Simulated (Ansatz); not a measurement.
**PbTe (Fm-3m): the equilibrium volume**

At what volume is PbTe (Fm-3m) free of pressure?

Program: Ansatz 0.2.0. Level of theory: DFT PBEsol, scalar-relativistic, plane waves, PAW. These are calculated values, not measurements.

3 further runs of the same task are left out: 3 set aside as unsound or not needed. Runs told in other sessions of the task aren't counted.

## (1) The structure to begin with

It takes space group Fm-3m (No. 225, cubic). The conventional cell has a = 6.542 Å, b = 6.542 Å, c = 6.542 Å, α = 90.00°, β = 90.00°, γ = 90.00°. Te (site symmetry m-3m) has 6 Pb at 3.27 Å in its first shell of neighbours. Pb (site symmetry m-3m) has 6 Te at 3.27 Å in its first shell of neighbours.

Structure file:

```cif
data_structure
_symmetry_space_group_name_H-M 'P 1'
_symmetry_Int_Tables_number 1
_cell_length_a 4.6257
_cell_length_b 4.6257
_cell_length_c 4.6257
_cell_angle_alpha 60.000
_cell_angle_beta 60.000
_cell_angle_gamma 60.000
_cell_volume 69.99
loop_
_atom_site_label
_atom_site_type_symbol
_atom_site_fract_x
_atom_site_fract_y
_atom_site_fract_z
_atom_site_occupancy
Te1 Te 0.00000 0.00000 0.00000 1
Pb1 Pb 0.50000 0.50000 0.50000 1
```

## (2) At the starting volume (PBEsol, 6×6×6 mesh)

The input, input.yaml:

```yaml
crystal:
  lattice:
    - [0.0, 3.2708968051, 3.2708968051]
    - [3.2708968051, 0.0, 3.2708968051]
    - [3.2708968051, 3.2708968051, 0.0]
  atoms:
    - { symbol: Te, position: [0.0, 0.0, 0.0] }
    - { symbol: Pb, position: [0.5, 0.5, 0.5] }
basis:
  ecutwfc: 420
kpoints:
  mp_grid: { grid: [6, 6, 6] }
hamiltonian:
  xc: pbesol
scf:
  occupations: { method: gaussian, width: 0.1 }
output:
  forces: true
  stress: true
  eigenvalues: true
```

Run with:

```sh
ansatz run input.yaml --threads 8 --pin off --max-ram 16384MiB --backend cpu --events-out ev --progress --plain --runs-dir out
```

The log of the run, shortened:

```text
Warning: RAYON_NUM_THREADS=8 ignored (pool sized by the plan → 8); use --threads N
[...]
Pseudopotentials: kind: paw
Pseudopotential: Te, paw, valence charge 16, recommended cutoff 420 eV (normal), Te.paw.azcp
Pseudopotential: Pb, paw, valence charge 14, recommended cutoff 420 eV (normal), Pb.paw.azcp
Functional definition: PBEsol
[...]
Crystal: 2 atoms, lattice volume = 69.989 Å³
Basis set: ecut = 420 eV, 1363 PW (Γ), exchange–correlation on 64×64×64 points (8 copies of the dense FFT grid, shifted against one another)
Bands: 19, of which v1, the nominal top of the filled ones, is band 15 counted from 1 (14 counted from 0)
Symmetry: 48 space group operations
Space group: Fm-3m (ITA 225), of the structure as read, at distance tolerance 4.1e-5 Å
k-points: 16 of 216
[...]
SCF iter   1: F=—  HF=-18657.175809 eV  |F-HF|=—  |Δ(HF+E_count)|=         —  Δρ=2.13e-3  dr2=5.59e-3  ethr=1.77e-3  ⟨swp⟩=6.2  Hψ=1512  notcnv=0
[...]
SCF iter   6: F=-18657.172065 eV  HF=-18657.172065 eV  |F-HF|=1.92e-9  |Δ(HF+E_count)|=   1.92e-7  Δρ=3.26e-6  dr2=5.43e-9  ethr=3.33e-10  ⟨swp⟩=6.6  Hψ=1493  notcnv=0
[...]
SCF converged after 6 iterations
Free energy (F): -18657.172065 eV
[...]
E sigma→0 (E₀):  -18657.172065 eV
Fermi energy:    8.321447 eV
[...]
--- Forces (eV/Å), atoms counted from 1 ---
  atom   1  Te    -0.00000000    -0.00000000    -0.00000000
  atom   2  Pb     0.00000000    -0.00000000     0.00000000
[...]
--- Stress (GPa, compression-positive) ---
       -1.848819       0.000000      -0.000000
       -0.000000      -1.848819       0.000000
        0.000000      -0.000000      -1.848819
  P = ⅓ Tr σ = -1.8488 GPa (-18.488 kbar)
--- Band table (eV; the first three rows and the last of 16) ---
  k-point 0: bands = ["-28.0141", "-28.0141", "-28.0091", "-28.0091", "-28.0091", "-8.6308", "-8.6308", "-8.6229", "-8.6229", "-8.6229", "-3.7808", "2.2545", "6.7598", "6.7598", "6.7598", "11.9724", "11.9724", "11.9724", "13.8181"]
[...]
```

Run time: 0.4 s. Hardware: 8 threads of INTEL XEON PLATINUM 8581C at 2.10GHz (Emerald Rapids), shared host; peak memory 0.45 GiB.

Read off: volume 34.995 Å³/atom, pressure -1.85 GPa, mesh gap 0.74 eV.

## (3) Relaxing cell and atoms

Edit input.yaml of step 2 so:

```diff
@@ -15,3 +15,3 @@
 scf:
-  occupations: { method: gaussian, width: 0.1 }
+  occupations: { method: gaussian, width: 0.02 }
 output:
@@ -20 +20,6 @@
   eigenvalues: true
+relax:
+  adjacent_minimum: "off"
+  f_tol: 0.005
+  max_steps: 80
+  cell: { stress_tol: 0.05 }
```

Run with:

```sh
ansatz run input.yaml --threads 8 --pin off --max-ram 16384MiB --backend cpu --events-out ev --progress --plain --runs-dir out
```

The log of the run:

```text
Warning: RAYON_NUM_THREADS=8 ignored (pool sized by the plan → 8); use --threads N
Engine: ansatz 0.2.0, x86_64-unknown-linux-gnu
[... 4 set-up lines as earlier in the session ...]
  exchange = pbesol_x
  correlation = pbesol_c
Crystal: 2 atoms, lattice volume = 69.989 Å³
Basis set: ecut = 420 eV, 1363 PW (Γ), exchange–correlation on 64×64×64 points (8 copies of the dense FFT grid, shifted against one another)
Bands: 19, of which v1, the nominal top of the filled ones, is band 15 counted from 1 (14 counted from 0)
[... 2 set-up lines as earlier in the session ...]
k-points: 16 of 216
Non-local potential: Te, projectors of the file, l = 0: 2, l = 1: 2, l = 2: 2, l = 3: 2
Non-local potential: Pb, projectors of the file, l = 0: 2, l = 1: 2, l = 2: 2, l = 3: 2
PAW form: soft (Blöchl's): semilocal exchange-correlation on the pseudo side does not see the compensation charge
PAW frozen core: Te, regenerated for the run's functional, and the local potential with it (the file was generated under x = pbe(κ = 0.804, μ = 0.2195149727645171), c = pbe(β = 0.06672455060314922))
PAW frozen core: Pb, regenerated for the run's functional, and the local potential with it (the file was generated under x = pbe(κ = 0.804, μ = 0.2195149727645171), c = pbe(β = 0.06672455060314922))
PAW one-centre angular grid: Te, 590 points (default); XC on 64 Gauss nodes
PAW one-centre angular grid: Pb, 590 points (default); XC on 64 Gauss nodes
Initial density: superposition of atomic densities (neutral atoms: chi_scale 0, normalization atom), corrected by the library's trained network
Initial wavefunctions: pseudopotential atomic-orbital guess
Functional: x = pbesol(κ = 0.804, μ = 0.12345679012345678), c = pbesol(β = 0.046)
SCF iter   1: F=—  HF=-18657.175802 eV  |F-HF|=—  |Δ(HF+E_count)|=         —  Δρ=2.13e-3  dr2=5.59e-3  ethr=1.77e-3  ⟨swp⟩=6.9  Hψ=1582  notcnv=0
preconditioner: auto → none  [insulator: Δε(μ)=0.720 eV  Ē_g=14.537 eV  σ=0.020 eV  W_gap=1.00  n_scr=14 (ndim 8)  ℏωp=19.8 eV  f_vac=0.017  D(μ)=0.00/eV (n_scr^D=0)  ε∞_Penn≈2.9]
SCF iter   2: F=—  HF=-18657.172171 eV  |F-HF|=—  |Δ(HF+E_count)|=   3.63e-3  Δρ=8.61e-4  dr2=6.15e-4  ethr=1.86e-5  ⟨swp⟩=3.5  Hψ=763  notcnv=0
SCF iter   3: F=—  HF=-18657.172043 eV  |F-HF|=—  |Δ(HF+E_count)|=   1.28e-4  Δρ=3.25e-4  dr2=6.35e-5  ethr=2.05e-6  ⟨swp⟩=2.0  Hψ=471  notcnv=0
SCF iter   4: F=—  HF=-18657.172061 eV  |F-HF|=—  |Δ(HF+E_count)|=   1.75e-5  Δρ=1.55e-4  dr2=1.47e-5  ethr=2.12e-7  ⟨swp⟩=1.0  Hψ=304  notcnv=0
SCF iter   5: F=—  HF=-18657.172065 eV  |F-HF|=—  |Δ(HF+E_count)|=   4.56e-6  Δρ=3.20e-5  dr2=6.04e-7  ethr=4.89e-8  ⟨swp⟩=2.1  Hψ=364  notcnv=0
SCF iter   6: F=-18657.172065 eV  HF=-18657.172065 eV  |F-HF|=1.89e-9  |Δ(HF+E_count)|=   1.90e-7  Δρ=3.26e-6  dr2=5.45e-9  ethr=3.33e-10  ⟨swp⟩=6.2  Hψ=1463  notcnv=0
SCF 1 converged in 6 iterations: F = -18657.172065 eV  dr2 = 5.45e-9
relax step   1: F+E_penalty+E_count = -18657.17206541 eV  Δ(F+E_penalty+E_count) = +0.000e0 eV  max|allowed force component| = 6.396e-29 eV/Å  Δτ_max = 0.0000 Å  P = -1.849 GPa  Ω = 69.989 Å³  (6 SCF iters, dr2 threshold 1.00e-7 eV, accepted)
Crystal: 2 atoms, lattice volume = 66.146 Å³
Basis set: ecut = 420 eV, 1291 PW (Γ), exchange–correlation on 64×64×64 points (8 copies of the dense FFT grid, shifted against one another)
Initial density: handed on by an earlier stage of this run
Initial wavefunctions: those handed on with the density
iter 1 solved again at ethr=2.34e-6 eV; its pass at ethr=3.10e-3 eV (dr2=7.02e-4 eV) is discarded
SCF iter   1: F=—  HF=-18657.190154 eV  |F-HF|=—  |Δ(HF+E_count)|=         —  Δρ=8.72e-4  dr2=6.23e-4  ethr=2.34e-6  ⟨swp⟩=2.8  Hψ=2240  notcnv=0
preconditioner: auto → none  [insulator: Δε(μ)=0.620 eV  Ē_g=14.724 eV  σ=0.020 eV  W_gap=1.00  n_scr=14 (ndim 8)  ℏωp=20.4 eV  f_vac=0.005  D(μ)=0.00/eV (n_scr^D=0)  ε∞_Penn≈2.9]
SCF iter   2: F=—  HF=-18657.190131 eV  |F-HF|=—  |Δ(HF+E_count)|=   2.26e-5  Δρ=4.13e-4  dr2=1.41e-4  ethr=2.08e-6  ⟨swp⟩=1.0  Hψ=304  notcnv=0
SCF iter   3: F=—  HF=-18657.190136 eV  |F-HF|=—  |Δ(HF+E_count)|=   5.02e-6  Δρ=3.24e-5  dr2=6.76e-7  ethr=4.70e-7  ⟨swp⟩=2.0  Hψ=360  notcnv=0
iter 4 did not close the SCF: its close was put off for the readings that it lacked (scf_convergence_deferred on its scf_iter line)
SCF iter   4: F=-18657.190136 eV  HF=-18657.190136 eV  |F-HF|=5.54e-9  |Δ(HF+E_count)|=   3.25e-8  Δρ=1.44e-5  dr2=6.79e-8  ethr=2.25e-9  ⟨swp⟩=2.0  Hψ=464  notcnv=0
iter 5 did not close the SCF: its close was put off for the readings that it lacked (scf_convergence_deferred on its scf_iter line)
SCF iter   5: F=-18657.190136 eV  HF=-18657.190136 eV  |F-HF|=6.62e-10  |Δ(HF+E_count)|=   7.60e-9  Δρ=2.65e-6  dr2=2.87e-9  ethr=2.26e-10  ⟨swp⟩=2.0  Hψ=426  notcnv=0
SCF iter   6: F=-18657.190136 eV  HF=-18657.190136 eV  |F-HF|=1.46e-11  |Δ(HF+E_count)|=  1.96e-10  Δρ=3.91e-7  dr2=9.08e-11  ethr=9.55e-12  ⟨swp⟩=2.0  Hψ=1030  notcnv=0
SCF 2 converged in 6 iterations: F = -18657.190136 eV  dr2 = 9.08e-11
relax step   2: F+E_penalty+E_count = -18657.19013599 eV  Δ(F+E_penalty+E_count) = -1.807e-2 eV  max|allowed force component| = 5.982e-29 eV/Å  Δτ_max = 0.0000 Å  P = +0.513 GPa  Ω = 66.146 Å³  energy of the carried Pulay correction = +5.266e-4 eV  (6 SCF iters, dr2 threshold 2.00e-7 eV, accepted)
Crystal: 2 atoms, lattice volume = 66.944 Å³
iter 1 solved again at ethr=1.83e-7 eV; its pass at ethr=3.10e-3 eV (dr2=5.49e-5 eV) is discarded
SCF iter   1: F=—  HF=-18657.191178 eV  |F-HF|=—  |Δ(HF+E_count)|=         —  Δρ=1.90e-4  dr2=3.02e-5  ethr=1.83e-7  ⟨swp⟩=3.0  Hψ=2061  notcnv=0
preconditioner: auto → none  [insulator: Δε(μ)=0.649 eV  Ē_g=14.684 eV  σ=0.020 eV  W_gap=1.00  n_scr=14 (ndim 8)  ℏωp=20.3 eV  f_vac=0.011  D(μ)=0.00/eV (n_scr^D=0)  ε∞_Penn≈2.9]
SCF iter   2: F=—  HF=-18657.191178 eV  |F-HF|=—  |Δ(HF+E_count)|=   3.63e-7  Δρ=8.88e-5  dr2=6.46e-6  ethr=1.01e-7  ⟨swp⟩=1.1  Hψ=305  notcnv=0
SCF iter   3: F=—  HF=-18657.191179 eV  |F-HF|=—  |Δ(HF+E_count)|=   1.36e-6  Δρ=3.14e-5  dr2=1.31e-6  ethr=2.15e-8  ⟨swp⟩=2.9  Hψ=461  notcnv=0
SCF iter   4: F=-18657.191179 eV  HF=-18657.191179 eV  |F-HF|=9.46e-10  |Δ(HF+E_count)|=   3.95e-7  Δρ=7.49e-6  dr2=2.18e-8  ethr=6.67e-10  ⟨swp⟩=4.6  Hψ=1534  notcnv=0
SCF 3 converged in 4 iterations: F = -18657.191179 eV  dr2 = 2.18e-8
relax step   3: F+E_penalty+E_count = -18657.19117897 eV  Δ(F+E_penalty+E_count) = -1.043e-3 eV  max|allowed force component| = 2.156e-29 eV/Å  Δτ_max = 0.0000 Å  P = -0.042 GPa  Ω = 66.944 Å³  energy of the carried Pulay correction = +4.132e-4 eV  (4 SCF iters, dr2 threshold 2.00e-7 eV, accepted)
Initial wavefunctions: pseudopotential atomic-orbital guess (no wavefunctions were taken with the density)
iter 1 solved again at ethr=2.22e-7 eV; its pass at ethr=3.10e-3 eV (dr2=6.67e-5 eV) is discarded
SCF iter   1: F=—  HF=-18657.190769 eV  |F-HF|=—  |Δ(HF+E_count)|=         —  Δρ=4.71e-5  dr2=2.54e-7  ethr=2.22e-7  ⟨swp⟩=3.5  Hψ=2473  notcnv=0
preconditioner: auto → none  [insulator: Δε(μ)=0.648 eV  Ē_g=14.684 eV  σ=0.020 eV  W_gap=1.00  n_scr=14 (ndim 8)  ℏωp=20.3 eV  f_vac=0.010  D(μ)=0.00/eV (n_scr^D=0)  ε∞_Penn≈2.9]
SCF iter   2: F=—  HF=-18657.190773 eV  |F-HF|=—  |Δ(HF+E_count)|=   4.58e-6  Δρ=2.19e-5  dr2=4.63e-8  ethr=8.46e-10  ⟨swp⟩=2.3  Hψ=551  notcnv=0
SCF iter   3: F=—  HF=-18657.190774 eV  |F-HF|=—  |Δ(HF+E_count)|=   5.74e-8  Δρ=4.22e-6  dr2=3.05e-9  ethr=1.54e-10  ⟨swp⟩=2.1  Hψ=527  notcnv=0
SCF iter   4: F=—  HF=-18657.190774 eV  |F-HF|=—  |Δ(HF+E_count)|=   2.43e-9  Δρ=9.79e-7  dr2=6.64e-10  ethr=1.02e-11  ⟨swp⟩=2.0  Hψ=464  notcnv=0
SCF iter   5: F=—  HF=-18657.190774 eV  |F-HF|=—  |Δ(HF+E_count)|=  7.64e-11  Δρ=3.10e-7  dr2=2.29e-11  ethr=2.21e-12  ⟨swp⟩=2.4  Hψ=453  notcnv=0
SCF iter   6: F=-18657.190774 eV  HF=-18657.190774 eV  |F-HF|=7.28e-12  |Δ(HF+E_count)|=  1.09e-11  Δρ=4.82e-8  dr2=6.44e-13  ethr=1.00e-12  ⟨swp⟩=6.6  Hψ=1441  notcnv=0
SCF 4 converged in 6 iterations: F = -18657.190774 eV  dr2 = 6.44e-13
relax step   4: F+E_penalty+E_count = -18657.19077353 eV  Δ(F+E_penalty+E_count) = +4.054e-4 eV  max|allowed force component| = 5.939e-29 eV/Å  Δτ_max = 0.0000 Å  P = -0.044 GPa  Ω = 66.944 Å³  stress off target by 4.45e-2 GPa  SCF on the basis re-selected at this cell (its energy is not comparable with the rows above)  (6 SCF iters)
basis re-selected at this cell: Δ(F+E_penalty+E_count) = +4.054e-4 eV, ΔP = -0.002 GPa vs the last step (what re-selecting the basis moved, of the pressure what is left beyond the Pulay correction that the steps carried, after the strain that the cell walked since its last selection, with what the two solves' SCF thresholds leave and, on support functions, any second-order correction that the steps lacked; it is no measure of the basis error at this ecutwfc). This SCF's stress stands 4.45e-2 GPa from its target on what of the cell is left free (relax.cell.stress_tol is 5.00e-2 GPa) and its largest allowed force component is 5.94e-29 eV/Å (relax.f_tol is 5.00e-3 eV/Å): within both
SCF converged after 6 iterations
Free energy (F): -18657.190774 eV
Harris-Foulkes:  -18657.190774 eV  (|F-HF|=7.28e-12)
Internal energy: -18657.190774 eV  (E = F + TS)
E sigma→0 (E₀):  -18657.190774 eV
Fermi energy:    8.983236 eV
--- Per-component energies (eV) ---
  E_band       = -317.257360
  E_kinetic    = 468.819659
  E_local      = -2377.613303  (includes V_loc(G=0)·N_el)
  E_nonlocal   = 44.293796
  E_hartree    = 1248.995140
  E_xc         = -342.851605
  E_vxc        = -237.397342  (∫ρ·V_xc dr)
  E_paw        = -14839.051009  (= ΣΔE_a)
  E_vpaw       = -713.350308  (= ΣTr[D̂ρ^β])
  E_aug_tail   = -0.000129  (compensation charges beyond the density's cutoff)
  E_ewald      = -2860.220255
  E_core_change = 0.436932  (= ΣΔE_core)
  E_smearing   = -0.000000  (= −TS)
  E_closure    = 0.000000  (closes the sum)
  Σ components = -18657.190774   (vs F -18657.190774, Δ=0.00e0)
--- Forces (eV/Å), atoms counted from 1 ---
  atom   1  Te    -0.00000000     0.00000000    -0.00000000
  atom   2  Pb     0.00000000    -0.00000000    -0.00000000
  max |Σ_I F_I| component: 1.17e-28 eV/Å
--- Stress (GPa, compression-positive) ---
       -0.044471      -0.000000      -0.000000
       -0.000000      -0.044471       0.000000
       -0.000000      -0.000000      -0.044471
  P = ⅓ Tr σ = -0.0445 GPa (-0.445 kbar)
--- Band table (eV; the first three rows and the last of 16) ---
  k-point 0: bands = ["-27.4771", "-27.4771", "-27.4710", "-27.4710", "-27.4710", "-8.0020", "-8.0020", "-7.9908", "-7.9908", "-7.9908", "-3.4451", "3.0626", "7.2908", "7.2908", "7.2908", "12.7218", "12.7218", "12.7218", "14.4192"]
  k-point 1: bands = ["-27.4770", "-27.4770", "-27.4710", "-27.4709", "-27.4709", "-8.0057", "-8.0057", "-7.9902", "-7.9868", "-7.9868", "-3.2061", "2.3189", "7.3628", "7.3628", "7.6876", "11.5128", "11.7768", "11.7768", "14.2318"]
  k-point 2: bands = ["-27.4769", "-27.4769", "-27.4708", "-27.4706", "-27.4706", "-8.0143", "-8.0143", "-7.9892", "-7.9776", "-7.9776", "-2.5530", "0.8992", "7.5796", "7.5796", "8.2654", "10.0561", "10.4743", "10.4743", "15.1787"]
  k-point 15: bands = ["-27.4773", "-27.4767", "-27.4710", "-27.4704", "-27.4701", "-8.0557", "-8.0000", "-7.9924", "-7.9736", "-7.9636", "-1.6182", "0.8052", "4.4149", "5.2506", "7.3795", "11.4387", "12.9035", "14.6365", "14.7018"]
--- Relaxed structure (3 steps of the walk, 3 accepted, 1 SCFs on fresh bases) ---
  F+E_penalty+E_count = -18657.19077353 eV   max|allowed force component| = 5.939e-29 eV/Å   (the final SCF, on the basis selected at the relaxed cell)
  cell:  # Å, volume = 66.9439 Å³
    - [-5.413832784951564e-34, 3.2227524449674245, 3.2227524449674245]
    - [3.2227524449674245, -2.7387624676813793e-34, 3.2227524449674245]
    - [3.2227524449674245, 3.2227524449674245, -5.095372032895589e-35]
  atoms:
    - { symbol: Te, position: [3.066707916905372e-36, -2.146695541873757e-36, -7.05342820866441e-36] }
    - { symbol: Pb, position: [0.5, 0.5, 0.5] }
```

It took 1.2 s on 8 threads of INTEL XEON PLATINUM 8581C at 2.10GHz (Emerald Rapids), shared host; peak memory 0.48 GiB.

The steps of the relaxation:

| step | energy from step 1 (meV/atom) | largest force component (eV/Å) | pressure (GPa) | volume (Å³/atom) |
| --- | --- | --- | --- | --- |
| 1 | 0.0 | 0.000 | -1.85 | 34.995 |
| 2 | -9.0 | 0.000 | 0.51 | 33.073 |
| 3 | -9.6 | 0.000 | -0.04 | 33.472 |
| 4 | -9.4 | 0.000 | -0.04 | 33.472 |

Step 1 is the start. Step 4 repeats the geometry before it on a plane-wave basis chosen anew for the final cell, which shifts the energy by +0.2 meV/atom. The run keeps the 48 symmetry operations that it found, so it can't reach a distortion that breaks them.

Result: volume 33.472 Å³/atom, pressure -0.04 GPa, mesh gap 0.65 eV.

## (4) The cell, before and after

How the cell compares, before and after:

| cell as typed | before | after | change |
| --- | --- | --- | --- |
| a (Å) | 4.626 | 4.558 | -1.5 % |
| b (Å) | 4.626 | 4.558 | -1.5 % |
| c (Å) | 4.626 | 4.558 | -1.5 % |
| volume (Å³/atom) | 34.995 | 33.472 | -4.4 % |
| shortest distance (Å) | 3.271 | 3.223 | -1.5 % |
| space group | Fm-3m | Fm-3m | same |

## (5) Summary of results

| quantity | value |
| --- | --- |
| volume | 33.472 Å³/atom |
| pressure | -0.04 GPa |
| conventional cell | a = 6.446 Å, b = 6.446 Å, c = 6.446 Å, α = 90.00°, β = 90.00°, γ = 90.00° |
| gap on the mesh | 0.65 eV |

Over the 2 runs shown the cell moved from 34.99 to 33.47 Å³/atom, a change of -4.4 %, where the pressure is zero within 0.04 GPa. Spin–orbit coupling is left out, though the cell holds Pb; in elements this heavy it can shift levels and gaps by tenths of an eV.

The gaps are Kohn-Sham values of a semilocal functional, not quasiparticle or optical gaps. Such gaps usually fall short of the measured ones; spin-orbit coupling, left out here, narrows gaps with Pb, Te, so the two errors partly cancel.
